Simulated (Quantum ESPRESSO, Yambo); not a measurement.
# Quasiparticle gap of SiC (Moissanite) in Yambo, part 3 of 3

How does a plane-wave GW calculation on SiC (Moissanite) run from the first input to the gap?

Quantum ESPRESSO 7.5 and Yambo 5.3.0; PBE and many-body steps on it, plane waves. Known limits of the many-body steps: not at the basis limit; coarse k mesh.

So far. Step 3 (Bands along the symmetry lines): The gap is 2.329 eV, as in the run before at this level. Step 4 (Empty states on the mesh, 3×3×4 mesh, 101 bands): On this mesh the gap is 2.329 eV.

**6. Screening and self-energy, 3×3×4 mesh, 101 bands, screening to 129.3 eV**

Now the one-shot GW correction: screening in the RPA, then the self-energy of the levels asked for.

This step: G0W0 on PBE, plane waves, norm-conserving pseudopotentials.

gw1.in reads:

```
HF_and_locXC
gw0
dyson
ppa
em1d
rim_cut
RandQpts= 1000000
RandGvec= 1 RL
EXXRLvcs= 74 Ry
VXCRLvcs= 296 Ry
Chimod= "HARTREE"
% BndsRnXp
 1 | 101 |
%
NGsBlkXp= 9.5 Ry
% LongDrXp
 1 | 1 | 1 |
%
% GbndRnge
 1 | 101 |
%
DysSolver= "n"
ExtendOut
PPAPntXp= 27.21138 eV
% QPkrange
 1 | 10 | 1 | 14 |
%
```

On the command line:

```bash
> OMP_NUM_THREADS=1 mpirun -n 4 yambo -F gw1.in -J gw1 -C gw1 > gw1.log
```

Log:

```text
 Yambo, version 5.3.0

 [02] CORE Variables Setup
 =========================

  [... cell, symmetries and grids as in the set-up ...]

  [02.05] Energies & Occupations
  ==============================

  [X] === General ===
  [X] Electronic Temperature                        :  0.000000  0.000000 [eV K]
  [X] Bosonic    Temperature                        :  0.000000  0.000000 [eV K]
  [X] Finite Temperature mode                       : no
  [X] El. density                                   :  0.38681E+24 [cm-3]
  [X] Fermi Level                                   :  9.800992 [eV]

  [X] === Gaps and Widths ===
  [X] Conduction Band Min                           :  2.329368 [eV]
  [X] Valence Band Max                              :  0.000000 [eV]
  [X] Filled Bands                                  :   8
  [X] Empty Bands                                   :    9  101
  [X] Direct Gap                                    :  4.402918 [eV]
  [X] Direct Gap localized at k                     :   4
  [X] Indirect Gap                                  :  2.329368 [eV]
  [X] Indirect Gap between kpts                     :   1   7
  [X] Last valence band width                       :  4.041689 [eV]
  [X] 1st conduction band width                     :  3.376940 [eV]

 [03] Transferred momenta grid and indexing
 ==========================================

 IBZ Q-points                                      :  10
 BZ  Q-points                                      :   36

 K/Q-points units:
 rlu = crystal or reduced units; cc = cartesian coordinates; iku = interal k-units

 Q [ 1]         [rlu]:  0.000000  0.000000  0.000000
 Q [ 2]         [rlu]:  0.000000  0.000000  0.250000
 Q [ 3]         [rlu]:  0.000000  0.000000 -0.500000
 Q [ 4]         [rlu]:  0.10530E-16  0.33333       0.0000
 Q [ 5]         [rlu]:  0.10530E-16  0.33333      0.25000
 Q [ 6]         [rlu]:  0.10530E-16  0.33333     -0.50000
 Q [ 7]         [rlu]:  0.333333  0.333333  0.000000
 Q [ 8]         [rlu]:  0.333333  0.333333  0.250000
 Q [ 9]         [rlu]:  0.333333  0.333333 -0.500000
 Q [10]         [rlu]: -0.10530E-16 -0.33333      0.25000

 [04] Coloumb potential Random Integration (RIM)
 ===============================================

  [04.01] RIM initialization
  ==========================

  * Diagonal components only detected *

  8 x (sBL volume)        :  0.197473 [a.u.]
  sBZ random points       :  1000000
  Points outside the sBZ  :   7980387
  RL volume               :  0.888629 [a.u.]
  Integrated volume       :  0.890813 [a.u.]

  [04.02] RIM integrals
  =====================

  Gamma point sphere radius             :  0.105630 [a.u.]
  Points outside the sphere             :   813512
  [Int_sBZ(q=0) 1/q^2]*(Vol_sBZ)^(-1/3) =:  7.220721
                                 should be <:  7.795600

  Summary of Coulomb integrals for non-metallic bands |Q|[au] RIM/Bare

  Q [1] 0.100000E-4 0.926256 * Q [2] 0.164665 0.633513
  Q [3] 0.329330 0.866147 * Q [4] 0.416047 1.148303
  Q [5] 0.447448 1.092121 * Q [10] 0.447448 1.090956
  Q [6] 0.530616 1.026046 * Q [7] 0.720615 1.047175
  Q [8] 0.739189 1.040740 * Q [9] 0.792303 1.027473

 [05] Dipoles
 ============

  [05.01] Setup: observables and procedures
  =========================================

  [WARNING] [x,Vnl] slows the Dipoles computation. To neglect it rename the ns.kb_pp file

 [06] Dynamic Dielectric Matrix (PPA)
 ====================================

 [WR./gw1//ndb.pp]---------------------------------------------------------------
  Brillouin Zone Q/K grids (IBZ/BZ)                :   10   36   10   36
  RL vectors                                       :   3863 [WF]
  Coulomb cutoff potential                         : none
  Electronic Temperature                           :  0.000000 [K]
  Bosonic    Temperature                           :  0.000000 [K]
  PPA    diel. fun.  energies                      : Perdew, Burke & Ernzerhof(X)+Perdew, Burke & Ernzerhof(C)
  wavefunctions                                    : Perdew, Burke & Ernzerhof(X)+Perdew, Burke & Ernzerhof(C)
  Global Gauge                                     : length
  X matrix size                                    :  147
  X band range                                     :    1  101
  X e/h energy range                               : -1.000000 -1.000000 [eV]
  X Time ordering                                  : R
  X Hxc Kernel                                     : HARTREE
  X Drude frequency                                :  0.000000  0.000000
  X poles                                          :  100.0000 [o/o]
  RL vectors in the sum                            :   3863
  [r,Vnl] included                                 : yes
  Field direction                                  :  0.577350E-5  0.577350E-5  0.577350E-5
  BZ energy Double Grid                            : no
  BZ energy DbGd points                            : 0
  BZ Q point size factor                           : -1.000000
  X Optical Averaged directions                    : none

 [07] Local Exchange-Correlation + Non-Local Fock
 ================================================

 [VXC] Plane waves :  23969
 [EXS] Plane waves :  3009

 QP @ state[ 1 ] K range:   1  10
 QP @ state[ 1 ] b range:   1  14

 [xc] Functional : Perdew, Burke & Ernzerhof(X)+Perdew, Burke & Ernzerhof(C)
 [xc] LIBXC used to calculate xc functional
  PP Number of Atomic Species                      :  2
  NLCC RL compoments                               :  23969
  PP Number of Atomic Species                      :  2
  NLCC RL compoments                               :  23969

 [xc] E_xc :  -6.120659 [Ha]
      E_xc :  -12.24132 [Ry]

  Local XC kind (lXC) : Perdew, Burke & Ernzerhof(X)+Perdew, Burke & Ernzerhof(C)
  Non-Local XC kind (nlXC) : Hartree-Fock

  Corrections @ K [1] :  [eV]
 <1|nlXC|1> = -21.77089 -0.95979E-17 <1|lXC|1> = -12.80864 -0.18882E-15
 <2|nlXC|2> = -21.83495 -0.57158E-17 <2|lXC|2> = -13.86705 -0.94408E-16
 <3|nlXC|3> = -17.72872 -0.22635E-16 <3|lXC|3> = -11.97909  0.18882E-15
 <4|nlXC|4> = -18.00653 -0.64227E-17 <4|lXC|4> = -14.53476 -0.18882E-15
 <5|nlXC|5> = -18.00595 -0.53545E-17 <5|lXC|5> = -14.53476 -0.37763E-15
 <6|nlXC|6> = -17.98772 -0.81458E-17 <6|lXC|6> = -15.10346  0.18882E-15
 <7|nlXC|7> = -17.98718  0.29450E-17 <7|lXC|7> = -15.10346  0.000000
 <8|nlXC|8> = -17.12067  0.57906E-17 <8|lXC|8> = -14.89325  0.37763E-15
 <9|nlXC|9> = -6.663825  0.17852E-17 <9|lXC|9> = -12.13762  0.37763E-15
 <10|nlXC|10> = -7.161951  0.39870E-17 <10|lXC|10> = -12.74280  0.000000
[...]
Corrections @ K [2] :  [eV]
[...]
Corrections @ K [3] :  [eV]
[...]
Corrections @ K [4] :  [eV]
[...]
Corrections @ K [5] :  [eV]
[...]
[... 4 further k-points ...]
  Corrections @ K [10] :  [eV]
[...]
<10|nlXC|10> = -5.883787 -0.64519E-17 <10|lXC|10> = -10.92691 -0.70806E-16
 <11|nlXC|11> = -5.932175 -0.16119E-17 <11|lXC|11> = -11.40672 -0.47204E-16
 <12|nlXC|12> = -6.405595  0.43188E-17 <12|lXC|12> = -12.48928 -0.14751E-16
 <13|nlXC|13> = -5.437976 -0.10597E-18 <13|lXC|13> = -11.37044  0.000000
 <14|nlXC|14> = -5.704655  0.12496E-17 <14|lXC|14> = -12.35260  0.23602E-15

  [07.01] Hartree-Fock occupations report
  =======================================

  [Hartree-Fock] === General ===
  [Hartree-Fock] Electronic Temperature             :  0.000000  0.000000 [eV K]
  [Hartree-Fock] Bosonic    Temperature             :  0.000000  0.000000 [eV K]
  [Hartree-Fock] Finite Temperature mode            : no
  [Hartree-Fock] El. density                        :  0.38681E+24 [cm-3]
  [Hartree-Fock] Fermi Level                        :  9.800992 [eV]

  [Hartree-Fock] === Gaps and Widths ===
  [Hartree-Fock] Conduction Band Min                :  6.726125 [eV]
  [Hartree-Fock] Valence Band Max                   : -2.227420 [eV]
  [Hartree-Fock] Filled Bands                       :   8
  [Hartree-Fock] Empty Bands                        :    9  101
  [Hartree-Fock] Direct Gap                         :  12.32072 [eV]
  [Hartree-Fock] Direct Gap localized at k          :  1
  [Hartree-Fock] Indirect Gap                       :  8.953544 [eV]
  [Hartree-Fock] Indirect Gap between kpts          :   1   7
  [Hartree-Fock] Last valence band width            :  5.645538 [eV]
  [Hartree-Fock] 1st conduction band width          :  4.640677 [eV]

 [08] Dyson equation: Newton solver
 ==================================

  [08.01] G0W0 (W PPA)
  ====================

  [  GW  ] Bands range     :    1  101
  [GW/PPA] G damping       :  0.100000 [eV]

  QP @ state[ 1 ] K range:   1  10
  QP @ state[ 1 ] b range:   1  14

   Sc/G bands                                       :    1  101
   Sc/G damping                                     :  0.100000 ev
   Sc bands terminator                              : no
   Sx RL components                                 :  3009

   QP @ state[ 1 ] K range                          :   1  10
   QP @ state[ 1 ] b range                          :   1  14
   GF energies kind                                 : Perdew, Burke & Ernzerhof(X)+Perdew, Burke & Ernzerhof(C)
   GF WF`s kind                                     : Perdew, Burke & Ernzerhof(X)+Perdew, Burke & Ernzerhof(C)
   Xs energies kind                                 : Perdew, Burke & Ernzerhof(X)+Perdew, Burke & Ernzerhof(C)
   Xs WF`s kind                                     : Perdew, Burke & Ernzerhof(X)+Perdew, Burke & Ernzerhof(C)

 [11] Game Over & Game summary
```

Wall time 2.5 min (4 MPI ranks of Arm Neoverse V1, shared host); peak memory 1.5 GiB; 10 min of CPU time.

This step gave:

```
G0W0 gap on the mesh                         : 2.833 eV
starting gap on the mesh                     : 2.329 eV
k of the valence top                         : 0, 0, 0
k of the conduction bottom                   : 0.3333, 0.3333, 0
least direct G0W0 gap on the computed points : 5.262 eV
Z at the valence top                         : 0.8007
Z at the conduction bottom                   : 0.8285
```

The gap on the mesh goes from 2.33 eV to 2.83 eV, a correction of +0.50 eV.

Limits: finite bands, cutoff and mesh; coarse k mesh. v1 is the top filled band, c1 the lowest empty one. The levels before and after the correction (eV, zero at the valence-band top of each column):

|  | conduction bottom | valence top |
| --- | --- | --- |
| Kohn-Sham | 2.33 | 0.00 |
| G0W0 | 2.83 | 0.00 |

|  | level | energy (eV) |
| --- | --- | --- |
| Kohn-Sham | Γ v3-v2 | -0.275 |
| Kohn-Sham | Γ v1 | 0.000 |
| Kohn-Sham | Γ c1 | 4.620 |
| Kohn-Sham | Γ c2 | 6.019 |
| Kohn-Sham | Γ c3 | 6.509 |
| Kohn-Sham | (0.333 0.333 0) v3 | -4.120 |
| Kohn-Sham | (0.333 0.333 0) v2-v1 | -4.042 |
| Kohn-Sham | (0.333 0.333 0) c1 | 2.329 |
| Kohn-Sham | (0.333 0.333 0) c2 | 7.984 |
| Kohn-Sham | (0.333 0.333 0) c3 | 8.646 |
| G0W0 | Γ v3-v2 | -0.366 |
| G0W0 | Γ v1 | 0.000 |
| G0W0 | Γ c1 | 5.415 |
| G0W0 | Γ c2 | 6.781 |
| G0W0 | Γ c3 | 7.203 |
| G0W0 | (0.333 0.333 0) v3 | -4.602 |
| G0W0 | (0.333 0.333 0) v2-v1 | -4.491 |
| G0W0 | (0.333 0.333 0) c1 | 2.833 |
| G0W0 | (0.333 0.333 0) c2 | 8.972 |
| G0W0 | (0.333 0.333 0) c3 | 9.705 |

**7. Where the time went**

Times are wall times on the hardware named with each run, good to a factor of about two.

| step | time | share | memory (GiB) |
| --- | --- | --- | --- |
| ground state | 4.5 s | 3 % | 0.23 |
| bands along the symmetry lines | 4.5 s | 3 % | 0.21 |
| empty states on the mesh | 6.3 s | 4 % | 0.29 |
| conversion and set-up | 2.1 s | 1 % | 0.23 |
| screening and self-energy | 2.5 min | 90 % | 1.5 |

**8. What came out**

```
PBE gap              : 2.33 eV, indirect
G0W0 gap on the mesh : 2.83 eV
GW settings          : 3×3×4 mesh, 101 bands, screening to 129.3 eV, Godby-Needs plasmon pole
known limits         : not at the basis limit; coarse k mesh
```

**Reading.** G0W0 moves the gap on the mesh from 2.33 eV to 2.83 eV (+0.50 eV), with Z of 0.80 and 0.83 at the edges. The dearest step here is «screening and self-energy». Against experiment, by G0W0@PBE: the gap of 2.83 eV lies −0.50 eV from the measured 3.33 eV (kind not stated, quoted 2020). The calculation has static nuclei and no excitons; a measured gap holds zero-point and thermal motion, which mostly lowers it. Bands and cutoff are finite, so the gap is not at the basis limit. The miss can reach some tenths of an eV and take either sign; the mesh is an error of its own. The 3×3×4 mesh is coarse for this cell, which bears on the long-range parts of exchange and screening.

[Paths, hosts, dates, memory and timing lines, banners, echoed tables and standing remarks are left out of the program output.]

[Logs are printed without paths, hosts, clocks, repeated set-up lines and the standing remarks that a program may print on its own settings, such as how far it seeks lower states.]

[Runs of the session that timed out or met a known fault of the program may be left out.]

[Hosts, paths, dates, database ids (printed as entryN), source tags and the programs' standing remarks are cut or masked in the printed files.]
